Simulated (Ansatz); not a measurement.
# Si: a line through a two-coordinate scan

Aim: follow the energy of Si (I4/mmm, No. 139; 4 atoms in the cell) along one coordinate, equal normal strain along x and y, with the other held at engineering shear strain xy = 0.0 %.

Program: Ansatz 0.2.0. Level of theory: DFT PBEsol, scalar-relativistic, plane waves, PAW. These are calculated values, not measurements.

### 1 Starting point

Symmetry: I4/mmm, No. 139, tetragonal system. Conventional cell: a = 6.644 Å, b = 6.644 Å, c = 3.837 Å, α = 90.00°, β = 90.00°, γ = 90.00°. Si (site symmetry m2m) has 4 Si at 2.34 to 2.38 Å as nearest neighbours.

As a file:

```xyz
4
Lattice="-3.3222 3.3222 1.9187 3.3222 -3.3222 1.9187 3.3222 3.3222 -1.9187" Properties=species:S:1:pos:R:3 pbc="T T T"
Si    1.1876    1.1876    0.0000
Si    2.1346    2.1346    1.9187
Si    2.1346   -2.1346    1.9187
Si   -2.1346    2.1346    1.9187
```

It goes back to an entry of the Materials Project, which need not be the stable form.

This cell was relaxed beforehand with the same method: volume 21.18 Å³/atom, gap on the mesh 0.24 eV.

### 2 The scan

The energy is mapped over two homogeneous strains (x along [1 0 0], y along [0 1 0], z along [0 0 1] of the conventional cell).

- engineering shear strain xy: 7 values from −14.0 to 14.0 %
- equal normal strain along x and y: 7 values from −15 to 15 %

Nothing else is relaxed (fractional coordinates fixed). Energies count from the relaxed crystal. Points are written as (first, second).

### 3 Point (0.0 %, −15 %)

input.yaml reads:

```yaml
crystal:
  lattice:
    - [-2.8238596935, 2.8238596935, 1.9186812134]
    - [2.8238596935, -2.8238596935, 1.9186812134]
    - [2.8238596935, 2.8238596935, -1.9186812134]
  atoms:
    - { symbol: Si, position: [0.1787304307, 0.1787304307, 0.3574608614] }
    - { symbol: Si, position: [0.8212695693, 0.8212695693, 0.6425391386] }
    - { symbol: Si, position: [0.1787304307, 0.8212695693, 0.0] }
    - { symbol: Si, position: [0.8212695693, 0.1787304307, 0.0] }
basis:
  ecutwfc: 420
kpoints:
  mp_grid: { grid: [10, 10, 10] }
hamiltonian:
  xc: pbesol
  pseudopotentials: { kind: paw, azcp: { folder: soft_1 } }
scf:
  occupations: { method: gaussian, width: 0.03 }
output:
  forces: true
  stress: true
  eigenvalues: true
```

On the command line:

```bash
$ ansatz run input.yaml --threads 1 --pin off --max-ram 2048MiB --backend cpu --events-out ev --progress --plain --runs-dir out
```

Further runs follow: the other points of the line.

What does the calculation give? Wanted: for each run, equal normal strain along x and y; energy; slope; pressure; largest force on an atom.

As calculated:

```
equal normal strain along x and y (%)  step  energy (meV/atom)  slope (meV/atom per %)  pressure (GPa)  band gap on the k-mesh (eV)  largest force on an atom (eV/Å)
                                  −15     3               1007                    −162              55                         0.00                              6.4
                                  −10     4                391                     −89              28                         0.00                              3.1
                                   −5     5                 86                     −37              11                         0.00                              1.1
                                    0     –                  0                       0               0                         0.24                              0.0
                                    5     6                 65                      24              −7                         0.29                              0.5
                                   10     7                227                      39             −10                         0.05                              0.5
                                   15     8                447                      48             −12                         0.00                              0.4
```

Energies count from the relaxed crystal. Rows without a step come from runs not printed here or follow by symmetry. Slopes come from the forces (and the stress, where the cell changes), not from differences of energies.

What this shows: Along the line the energy is lowest at 0 %, 0 meV/atom from the zero. A fit to energies and slopes at the lowest point and its two neighbours puts the minimum at 0.0 %, with a curvature of about 6 meV/atom per %². Divided by the reference volume, that is a stiffness of about 450 GPa for this pattern of strain, with the ions clamped. The well is lopsided: two grid steps out, the energy rises by 391 meV/atom towards smaller values and 227 meV/atom towards larger ones. The highest point computed, at −15 %, lies 1007 meV/atom above the lowest. The gap on the mesh reads zero on part of the line; semilocal functionals close small gaps early. This is one cut through a surface in two coordinates; it holds the lowest point sampled, which need not be a minimum. With the other coordinates free, the energies away from the reference would be the same or lower. The gap on the mesh closes on part of the grid.
